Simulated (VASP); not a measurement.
# W (Im-3m) in VASP: further runs, part 2 of 2

VASP 6.6.1. The steps go on from the part before.

## Step 3: Relaxation of cell and atoms, optB86b-vdW

Contents of INCAR:

```
PREC     = Accurate       # precision mode
ENCUT    = 600            # plane-wave cutoff, eV
EDIFF    = 1E-7           # SCF threshold, eV
ISMEAR   = -1             # smearing method
SIGMA    = 0.05           # smearing width, eV
LREAL    = False          # projectors in reciprocal space
LASPH    = True           # aspherical terms in the spheres
NELM     = 100            # most SCF steps
ALGO     = Normal         # electronic algorithm
ISIF     = 3              # what is computed and relaxed
LWAVE    = False          # write WAVECAR
LCHARG   = False          # write CHGCAR
GGA      = MK             # functional
LUSE_VDW = True         
AGGAC    = 0.0          
PARAM1   = 0.1234       
PARAM2   = 1.0          
IBRION   = 2              # ionic algorithm
NSW      = 40             # ionic steps
EDIFFG   = -0.02          # ionic threshold
```

Contents of KPOINTS:

```
regular mesh
0
Gamma
  12 12 12
```

Contents of POSCAR:

```
W
1.0
   -1.5823450000      1.5823450000      1.5823450000
    1.5823450000     -1.5823450000      1.5823450000
    1.5823450000      1.5823450000     -1.5823450000
W
1
Direct
    0.0000000000      0.0000000000      0.0000000000
```

Potentials or basis: VASP PAW PBE potentials, release 64 (W_sv).

Run with:

```sh
> cat potpaw_PBE.64/W_sv/POTCAR > POTCAR
> mpirun -np 1 vasp_std > vasp.out
```

OUTCAR:

```text
PREC = Accurate
   ENCUT = 600
   EDIFF = 1E-7
   ISMEAR = -1
   LREAL = False
   LASPH = True
   NELM = 100
   ISIF = 3
   GGA = MK
   IBRION = 2
   NSW = 40
   EDIFFG = -0.02

 ion  position               nearest neighbor table
   1  0.000  0.000  0.000-

  LATTYP: Found a body centered cubic cell.
 ALAT       =     3.1646900000

  Lattice vectors:

 A1 = (  -1.5823450000,   1.5823450000,   1.5823450000)
 A2 = (   1.5823450000,  -1.5823450000,   1.5823450000)
 A3 = (   1.5823450000,   1.5823450000,  -1.5823450000)

Analysis of symmetry for initial positions (statically):
=====================================================================
 Subroutine PRICEL returns:
 Original cell was already a primitive cell.

 Routine SETGRP: Setting up the symmetry group for a
 body centered cubic supercell.

 Subroutine GETGRP returns: Found 48 space group operations
 (whereof 48 operations were pure point group operations)
 out of a pool of 48 trial point group operations.

The static configuration has the point symmetry O_h .

Analysis of symmetry for dynamics (positions and initial velocities):
=====================================================================
 Subroutine PRICEL returns:
 Original cell was already a primitive cell.

 Routine SETGRP: Setting up the symmetry group for a
 body centered cubic supercell.

 Subroutine GETGRP returns: Found 48 space group operations
 (whereof 48 operations were pure point group operations)
 out of a pool of 48 trial point group operations.

The dynamic configuration has the point symmetry O_h .

 Subroutine INISYM returns: Found 48 space group operations
 (whereof 48 operations are pure point group operations),
 and found     1 'primitive' translations

----------------------------------------------------------------------------------------

                                     Primitive cell

  volume of cell :      15.8476

  direct lattice vectors                    reciprocal lattice vectors
    -1.582345000  1.582345000  1.582345000     0.000000000  0.315986716  0.315986716
     1.582345000 -1.582345000  1.582345000     0.315986716  0.000000000  0.315986716
     1.582345000  1.582345000 -1.582345000     0.315986716  0.315986716  0.000000000

  length of vectors
     2.740701935  2.740701935  2.740701935     0.446872699  0.446872699  0.446872699

  position of ions in fractional coordinates (direct lattice)
     0.000000000  0.000000000  0.000000000

  ion indices of the primitive-cell ions
   primitive index   ion index
                 1           1

----------------------------------------------------------------------------------------

 KPOINTS: regular mesh

Automatic generation of k-mesh.
 Grid dimensions read from file:
 generate k-points for:   12   12   12

 Generating k-lattice:

  Cartesian coordinates                     Fractional coordinates (reciprocal lattice)
     0.000000000  0.026332226  0.026332226     0.083333333  0.000000000  0.000000000
     0.026332226  0.000000000  0.026332226     0.000000000  0.083333333  0.000000000
     0.026332226  0.026332226  0.000000000     0.000000000  0.000000000  0.083333333

[... 45 lines left out ...]
   NGXF,Y,Z  is equivalent  to a cutoff of  29.12, 29.12, 29.12 a.u.
 SYSTEM =  unknown system
   PREC   = accura    normal or accurate (medium, high low for compatibility)
   ISTART =      0    job   : 0-new  1-cont  2-samecut
   ICHARG =      2    charge: 1-file 2-atom 10-const
   ISPIN  =      1    spin polarized calculation?
   LNONCOLLINEAR =      F non collinear calculations
   LSORBIT =      F    spin-orbit coupling
   LASPH  =      T    aspherical Exc in radial PAW
   ENCUT  =  600.0 eV  44.10 Ry    6.64 a.u.   5.47  5.47  5.47*2*pi/ulx,y,z
   NELM   =    100;   NELMIN=  2; NELMDL= -5     # of ELM steps
   EDIFF  = 0.1E-06   stopping-criterion for ELM
   LREAL  =      F    real-space projection
   EDIFFG = -.2E-01   stopping-criterion for IOM
   NSW    =     40    number of steps for IOM
   IBRION =      2    ionic relax: 0-MD 1-quasi-New 2-CG
   NFREE  =      1    steps in history (QN), initial steepest desc. (CG)
   ISIF   =      3    stress and relaxation
   ISYM   =      2    0-nonsym 1-usesym 2-fastsym
   POTIM  = 0.5000    time-step for ionic-motion
   TEBEG  =    0.0;   TEEND  =   0.0 temperature during run
   PSTRESS=    0.0 pullay stress
   NELECT =      14.0000    total number of electrons
   NUPDOWN=      -1.0000    fix difference up-down
   EMIN   =  10.00;   EMAX   =-10.00  energy-range for DOS
   EFERMI =   0.00;   METHOD = LEGACY
   ISMEAR =    -1;   SIGMA  =   0.05  broadening in eV -4-tet -1-fermi 0-gaus
   EFERMI_NEDOS =   21; number of points for ismear=-14 and -15
   IALGO  =     38    algorithm
   IMIX   =      4    mixing-type and parameters
     AMIX     =   0.40;   BMIX     =  1.00
     AMIX_MAG =   1.60;   BMIX_MAG =  1.00
  volume/ion in A,a.u.               =      15.85       106.94
  Fermi-wavevector in a.u.,A,eV,Ry     =   1.570832  2.968442 33.572544  2.467512
  Thomas-Fermi vector in A             =   2.672506
   LORBIT       =      0    0 simple, 1 ext, 2 COOP (PROOUT), +10 PAW based schemes
   GGA     = MK    functional components
   LHFCALC =     F    Hartree Fock is set to
   AEXX    =    0.0000 exact exchange contribution
   IVDW_NL    =     1    kernel type
   BPARAM     = 6.3000
   IVDW    =     0    specifies the selected vdW correction
   LEPSILON=     F    determine dielectric tensor
   LRPA    =     F    only Hartree local field effects (RPA)
 conjugate gradient relaxation of ions
 non-spin polarized calculation
  energy-cutoff  :      600.00
  volume of cell :       15.85
 maximum number of plane-waves:       543
 NGX is ok and might be reduce to    24
   NGX = 11   NGY = 11   NGZ = 11

--------------------------------------- Ionic step        1  -------------------------------------------

 number of electron      14.0000002 magnetization

 Free energy of the ion-electron system (eV)
  ---------------------------------------------------
  ext. energy  EPLUGINS =         0.00000000
  ---------------------------------------------------
  free energy    TOTEN  =       -10.11251040 eV

  energy without entropy =      -10.10735996  energy(sigma->0) =      -10.10993518

------------------------ aborting loop because EDIFF is reached ----------------------------------------

  FORCE on cell =-STRESS in cart. coord.  units (eV):
  Direction    XX          YY          ZZ          XY          YZ          ZX
  --------------------------------------------------------------------------------------
  -------------------------------------------------------------------------------------
  Total        0.1935314      0.1935314      0.1935314      0.0000000     -0.0000000      0.0000000
  in kB       19.5658413     19.5658413     19.5658413      0.0000000     -0.0000000      0.0000000
  external PRESSURE =      19.5658413 kB  Pullay stress =       0.0000000 kB
[... 61 lines left out ...]
--------------------------------------- Ionic step        3  -------------------------------------------

 number of electron      14.0000002 magnetization

 Free energy of the ion-electron system (eV)
  ---------------------------------------------------
  ext. energy  EPLUGINS =         0.00000000
  ---------------------------------------------------
  free energy    TOTEN  =       -10.11310540 eV

  energy without entropy =      -10.10799640  energy(sigma->0) =      -10.11055090

 E-fermi :  11.1722     XC(G=0): -13.6474

 val. band max:       11.1637708424   @ k =  -0.1667   0.1667   0.0833
 cond. band min:      11.2098905053   @ k =  -0.1667   0.1667   0.1667
 fundamental gap:      0.0461196629
 Fermi energy:        11.1721916180

 k-point     1 :       0.0000    0.0000    0.0000
  band No.  band energies     occupation
      1     -62.9441      2.00000
      2     -26.5073      2.00000
      3     -26.5073      2.00000
      4     -26.5073      2.00000
      5       1.6785      2.00000
      6      10.0160      2.00000
      7      10.0160      2.00000
      8      10.0160      2.00000
      9      13.4823      0.00000
     10      13.4823      0.00000
     11      25.8221      0.00000
[... 309 lines left out ...]
 k-point    24 :       0.4167    0.0833    0.0833
  band No.  band energies     occupation
      1     -62.8112      2.00000
      2     -27.6873      2.00000
      3     -26.9767      2.00000
      4     -26.5988      2.00000
      5       5.6877      2.00000
      6       7.6678      2.00000
      7      11.0106      1.92404
      8      13.6100      0.00000
      9      14.3708      0.00000
     10      18.6133      0.00000
     11      21.0692      0.00000

 [... further k-points ...]

------------------------ aborting loop because EDIFF is reached ----------------------------------------

  FORCE on cell =-STRESS in cart. coord.  units (eV):
  Direction    XX          YY          ZZ          XY          YZ          ZX
  --------------------------------------------------------------------------------------
  -------------------------------------------------------------------------------------
  Total       -0.0014018     -0.0014018     -0.0014018     -0.0000000      0.0000000     -0.0000000
  in kB       -0.1408407     -0.1408407     -0.1408407     -0.0000000      0.0000000     -0.0000000
  external PRESSURE =      -0.1408407 kB  Pullay stress =       0.0000000 kB
[... 20 lines left out ...]
  energy  without entropy=      -10.1079963981  energy(sigma->0) =      -10.11055090

Total vdW correction in eV:      1.6037958

 reached required accuracy - stopping structural energy minimisation
```

It took 49 s on 1 thread of AMD EPYC 9R45 (Zen 5), shared host; peak memory 0.24 GiB.

What came out:

```yaml
Free_energy: -10.1131 eV
Relaxed_volume: 15.95 Å³/atom
Relaxed_cell: a = 2.746 Å, b = 2.746 Å, c = 2.746 Å, α = 109.47°, β = 109.47°, γ = 109.47°
Space_group_after_relaxing_to_0.05_Å: Im-3m (No. 229)
Energy_gained_by_relaxing: 0.6 meV/atom
Ionic_steps: 3
Pressure_after_relaxing: 0.0 GPa
Band_gap_on_the_k_mesh: none (metal or under the smearing width)
```

The path:
| step | energy change (eV) | largest force (eV/Å) | pressure (GPa) | volume (Å³) |
| --- | --- | --- | --- | --- |
| 1 | 0.0000 | 0.0000 | 1.96 | 15.85 |
| 2 | 0.0066 | 0.0000 | -6.47 | 16.30 |
| 3 | -0.0006 | 0.0000 | -0.01 | 15.95 |

Final structure:
```cif
data_structure
_symmetry_space_group_name_H-M 'P 1'
_symmetry_Int_Tables_number 1
_cell_length_a 2.7464
_cell_length_b 2.7464
_cell_length_c 2.7464
_cell_angle_alpha 109.471
_cell_angle_beta 109.471
_cell_angle_gamma 109.471
_cell_volume 15.95
loop_
_atom_site_label
_atom_site_type_symbol
_atom_site_fract_x
_atom_site_fract_y
_atom_site_fract_z
_atom_site_occupancy
W1 W 0.00000 0.00000 0.00000 1
```

Caveat: the PAW data sets were made with another functional, which shifts forces and pressure a little. Zero-point motion and thermal expansion aren't in these numbers.
